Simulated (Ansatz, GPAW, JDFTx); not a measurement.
**CuI: 3 runs at one level of theory**

```
I Cu
1.0
     0.00000    3.03150    3.03150
     3.03150    0.00000    3.03150
     3.03150    3.03150    0.00000
I Cu
1 1
Direct
  0.00000 0.00000 0.00000
  0.75000 0.75000 0.75000
```

Alike in all runs: task single point; functional PBEsol; k mesh 8 × 8 × 8; occupations gaussian, width 0.02 eV; no spin polarisation; no spin-orbit coupling. Pressure is positive in compression and, in plane waves, holds the error of the finite cutoff.

```
                                        program and potentials  plane-wave cutoff (eV)                                                                                notes  band gap (eV)  pressure (GPa)
JDFTx, PseudoDojo-SR-PBEsol-0.4.1-standard with smoothed tails                    1252                                              13 valence electrons an atom on average           0.98           -2.41
             GPAW, PAW data sets generated for this functional                     600  9 valence electrons an atom on average; this data set often lies off other programs           1.03           -1.93
                Ansatz, all-electron LAPW, scalar-relativistic                       -                                                                                    -           1.01           -2.58
```

The band gap spans 0.98 (JDFTx, PseudoDojo-SR-PBEsol-0.4.1-standard with smoothed tails) to 1.03 eV (GPAW, PAW data sets generated for this functional), with all-electron results at 1.01. The pressure spans -2.58 (Ansatz, all-electron LAPW, scalar-relativistic) to -1.93 GPa (GPAW, PAW data sets generated for this functional), with all-electron results at -2.58. Spin-orbit coupling, left out here, moves the band edges of heavy atoms.

The functional is the same throughout but for its coding, so the spread measures potentials, basis and numerics; runs on potential files found faulty are left out.
